When close-packed planes of platinum slide to and fro against each other, a single spring constant describes the motion if the atoms move no more than about 0.06 Å and an energy error of three per cent is acceptable. At twice that amplitude the spring overestimates the energy by about an eighth and the restoring force by more than a quarter. Whether a spring will do therefore depends on how far the atoms swing, and the table shows how the spring weakens on the way.

A vibrational mode frozen into fcc platinum (two-atom cell, a = 3.970 Å, held fixed), computed with Ansatz 0.2.0 using scalar-relativistic PBE, plane waves and PAW, without spin polarisation. The cutoff is 420 eV, the k mesh 24×24×24 and the Gaussian smearing 0.15 eV. Energies are free energies relative to the undisturbed cell; pressure is positive in compression.

```tsv
amplitude (Å of the largest displacement)	energy change (meV a cell)	force along mode (eV/Å)	pressure (GPa)
-0.12	73.7	1.084	1.50
-0.06	20.1	0.651	0.46
0	0.0	0.000	0.08
0.015	1.3	-0.172	0.11
0.03	5.1	-0.340	0.18
0.045	11.5	-0.501	0.30
0.075	30.9	-0.787	0.67
0.09	43.6	-0.905	0.91
0.105	58.0	-1.004	1.19
```

**From −0.12 to 0 Å: the same curve on both sides**

The motion is a slide. Close-packed planes of atoms stay flat, and each moves sideways against the planes above and below it. Since neighbouring planes move in opposite directions, the slip between them is twice the amplitude $x$. The sliding lowers the symmetry, so only the undisturbed crystal is cubic.

At a single interface the two directions of slip are not alike. One carries the atoms towards the next hollow of the plane below, the other towards a position on top of an atom. In this mode, however, successive interfaces slip in opposite directions, so every easy slip is paired with a hard one. Reversing the sign of $x$ only exchanges the two kinds of interface, and the energy must stay the same. If only one interface in a crystal slipped, this cancellation would be lost.

**From 0 to 0.045 Å: nearly a spring**

For an energy that is the same on both sides, the simplest form beyond a spring is

$$E(x) = a x^2 + b x^4 .$$

Here $E$ is the energy change of the cell. A fit to the rows from zero upwards gives $a = 5.74$ eV/Å² and $b = -43$ eV/Å⁴. The first term is the spring; the negative second term weakens it. In these rows the second term hardly matters, and the force along the mode grows almost in proportion to the amplitude.

**From 0.075 to 0.105 Å: the spring gives way**

The weakening now becomes visible, because its share of the energy grows with the square of the amplitude. The row at −0.12 Å is a fair test, since it was not in the fit and lies beyond the fitted range. The spring term gives $5.74 \times 0.12^2 = 0.083$ eV and the correction $-43 \times 0.12^4 = -0.009$ eV. Their sum is 74 meV, in agreement with the computed 73.7 meV.

The force suffers more than the energy. It is the slope of the energy, $-2ax - 4bx^3$, so the correction counts twice as much relative to the spring term. At −0.12 Å the energy is 11 % below the spring law and the force 21 % below it. The crystal still pulls the atoms back at every amplitude in the table; there is no second resting place within this range.

Why does the spring weaken at all? Part of the answer is probably that the planes are periodic. A sliding plane cannot climb for ever: the energy of an interface has to bend over towards a crest before it falls into the next hollow. The smoothest landscape with the periodicity of the planes, given the same stiffness at the start, bends in the right direction. At −0.12 Å, however, it lowers the energy by only 2.4 %, less than a quarter of the computed effect.

Most of the softening therefore needs another source, and these numbers do not identify it. The bonding in platinum involves d electrons shared among many atoms, and their energy may adjust to the slide in a way that this simplest landscape misses. That is a guess; testing it would take the electronic bands of the displaced crystals, preferably with spin–orbit coupling, which is strong in platinum and was left out here. The smearing of the electron levels is probably not to blame, as an extrapolation to zero smearing changes the energy at −0.12 Å by only 0.4 meV, against a shortfall of 9 meV.

**The pressure column: planes that want to move apart**

The pressure rises on both sides of zero, although a slide leaves the volume unchanged. Half of the bonds between neighbouring planes become shorter and half longer. At −0.12 Å they range from 2.68 to 2.95 Å, around an undisturbed length of 2.81 Å. Atoms repel more steeply when pressed together than they attract when pulled apart, so a net push between the planes is expected.

The stress shows the direction of this push. At −0.12 Å it is 4.7 GPa across the planes and close to zero within them; the tabulated 1.50 GPa is the average over three directions. To first order, such a push means that a plane spacing wider by 1 % would make this slide about 12 % cheaper. The undisturbed crystal already shows 0.08 GPa, a small offset shared by all rows. What belongs to the slide is the rise above it, which grows nearly with the square of the amplitude.

This sensitivity matters when the spring constant is used. The cell was held fixed, and planes free to move apart would make large slides softer still. The PBE functional also makes the platinum lattice roughly one per cent too large, which tends to make the computed spring too weak from the start. And the slide was studied alone: in a warm crystal many vibrations act at once, and they can shift its spring constant. The fit and the comparison with the smooth landscape are in the output below.

Printed output of the fit:

```
fit of energy_change on 7 rows (amplitude > -0.01): coefficient of x2 5738 +/- 9.2, coefficient of x4 -43439 +/- 975; rms 0.0281, worst 0.045 -0.0581, leave-one-out rms 0.0645
  rows outside the fit (model, value, miss): -0.12 73.62, 73.7, -0.0762; -0.06 20.09, 20.1, -0.00512
energy below harmonic at 0.12 Å, %: 10.81
energy below harmonic at 0.12 Å, meV a cell: 8.931
force below harmonic at 0.12 Å, %: 21.29
harmonic wavenumber from the fit, 1/cm: 89.44
change of the energy at 0.12 Å without smearing, meV: -0.414
softening at 0.12 Å from the registry landscape, %: 2.377
largest softening at 0.12 Å from Morse bonds of any trial steepness, %: 1.35
shortest bond between planes at 0.12 Å, Å: 2.676
longest of these bonds at 0.12 Å, Å: 2.952
% fall of sliding energy per % wider plane spacing, at 0.12 Å: 12.48
energies in meV, pressures in GPa:
    row  harmonic  registry  normal_to_planes  within_planes
  -0.12     82.63     80.67             4.722         -0.111
  -0.06     20.66     20.53             1.269        0.05533
    0.0         0         0             0.012          0.114
  0.015     1.291     1.291           0.09733         0.1163
   0.03     5.164     5.157            0.3347         0.1027
  0.045     11.62     11.58            0.7287        0.08567
  0.075     32.28     31.98             1.959        0.02567
   0.09     46.48     45.86              2.77          -0.02
  0.105     63.26     62.11             3.699       -0.06433
```
